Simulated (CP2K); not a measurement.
## PbO (Litharge) under changes of volume

One of the cells (19.940 Å³/atom); the others are scaled copies at fixed shape and fractional positions:

```
Pb O
1.0
     3.99000    0.00000    0.00000
     0.00000    3.99000    0.00000
     0.00000    0.00000    5.01000
Pb O
2 2
Direct
  0.50000 0.00000 0.76000
  0.00000 0.50000 0.24000
  0.50000 0.50000 0.00000
  0.00000 0.00000 0.00000
```

```yaml
Program: CP2K 2026.2
Functional: PBE
Potentials_or_basis: POTENTIAL_UZH Pb GTH-PBE-q4, O GTH-PBE-q6; TZVP-MOLOPT-PBE-GTH basis
Density_cutoff: 8163 eV
k_mesh: 7 × 7 × 6
Occupations: fermi-dirac, width 0.05 eV
Spin: no spin polarisation
```

| volume (Å³/atom) | energy over the lowest point (meV/atom) | pressure (GPa) | gap on the mesh (eV) | largest force (eV/Å) |
| --- | --- | --- | --- | --- |
| 18.744 | 78.59 | 11.6 | 1.06 | 1.160 |
| 19.142 | 52.83 | 9.1 | 1.11 | 0.830 |
| 19.541 | 32.84 | 6.9 | 1.15 | 0.524 |
| 19.940 | 18.05 | 5.0 | 1.19 | 0.240 |
| 20.339 | 7.95 | 3.2 | 1.23 | 0.025 |
| 20.738 | ? | ? | ? | ? |
| 21.136 | 0.00 | 0.1 | 1.30 | 0.499 |

**Question.** What does the run at 20.738 Å³/atom give?

**Answer.** Energy over the lowest point 2.07 meV/atom; pressure 1.6 GPa; gap on the mesh 1.26 eV; largest force 0.270 eV/Å.

Worked out: A Birch-Murnaghan fit of order 3 (a polynomial in V^(-2/3)) to the other rows has its minimum at 21.17 Å³/atom, just outside them, with B0 = V·E''(V) = 72 GPa and B' = 4.6 at fixed shape and positions, which overstates the stiffness. It gives 2.08 meV/atom at 20.738 Å³/atom, against the run's 2.07, and -dE/dV = 1.6 GPa, against 1.6. A straight line through the other rows of the gap, of slope 1.99 eV per unit of ln V, gives 1.27 eV, against the run's 1.26.

Energies are extrapolated to zero smearing.

Caveats: spin-orbit coupling is left out, which as a rule narrows the gap of such compounds by several tenths of an eV; an odd mesh through Γ misses points on the zone boundary, where band edges often lie; the basis of atomic orbitals isn't converged, which shifts pressures, moduli and gaps; forces of over 1 eV/Å show positions far from the minimum, so gaps and moduli don't describe the material at rest (some runs).
